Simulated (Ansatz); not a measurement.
# Equation of state of InSe

```xyz
4
Lattice="5.8679 -2.0550 0.0000 5.8679 2.0550 0.0000 -1.5994 0.0000 4.3237" Properties=species:S:1:pos:R:3 pbc="T T T"
In   10.3665    0.0000    0.0216
In   -0.2301    0.0000    4.3020
Se    6.7188    0.0000    2.7758
Se    3.4176    0.0000    1.5479
```

The conventional cell has a = 11.736 Å, b = 4.110 Å, c = 4.610 Å, α = 90.00°, β = 110.30°, γ = 90.00°. In (atom 1) has 3 Se at 2.58 to 2.78 Å and 1 In at 2.74 Å as nearest neighbours. Se (atom 3) has 3 In at 2.58 to 2.78 Å as nearest neighbours.

The cell is COD entry 1540841, as deposited and not checked against the literature; nothing was relaxed.

No spin–orbit coupling, which matters for the heavy atoms here.

All numbers are computed: DFT, PBEsol, all-electron LAPW, scalar-relativistic (Ansatz 0.2.0); DFT, PBEsol, PAW with Ansatz's default frozen-core files, scalar-relativistic (Ansatz 0.2.0).

For LAPW: a Γ-centred 7×7×6 k mesh, Fermi–Dirac smearing of 0.02 eV, basis error target 0.5 meV/atom, no spin polarisation. PAW takes a cutoff of 420 eV at this cell (files made with PBE, cores remade for this functional). The Ansatz runs share mesh, smearing and spin set-up. Plane-wave (PAW) pressures include the program's estimate of the Pulay term.

The cell above is scaled evenly, with fractional coordinates and shape held.

(1) Estimate the equilibrium volume and bulk modulus that LAPW (all electrons) gives for this fixed shape.

## Answers

(1) V0 = 26.00 Å³/atom, B0 = 59 GPa, B0′ = 4.8, from a third-order Birch–Murnaghan fit to these pressures:
| V/V(cell) | V (Å³/atom) | P, LAPW (GPa) | P, PAW (GPa) | gap on the k mesh, LAPW (eV) | free energy over the lowest listed, PAW (meV/atom) |
| --- | --- | --- | --- | --- | --- |
| 0.9400 | 24.504 | 4.05 | 4.04 | 1.03 | 17.8 |
| 0.9600 | 25.026 | 2.49 | 2.48 | 0.98 | 7.2 |
| 0.9800 | 25.547 | 1.10 | 1.09 | 0.94 | 1.5 |
| 0.9900 | 25.808 | 0.46 | 0.45 | 0.91 | 0.2 |
| 1.0000 | 26.068 | -0.14 | -0.15 | 0.89 | 0.0 |
| 1.0100 | 26.329 | -0.71 | -0.72 | 0.87 | 0.7 |
| 1.0200 | 26.590 | -1.25 | -1.26 | 0.85 | 2.3 |
| 1.0400 | 27.111 | -2.23 | -2.24 | 0.81 | 8.0 |
| 1.0600 | 27.633 | -3.10 | -3.11 | 0.77 | 16.8 |
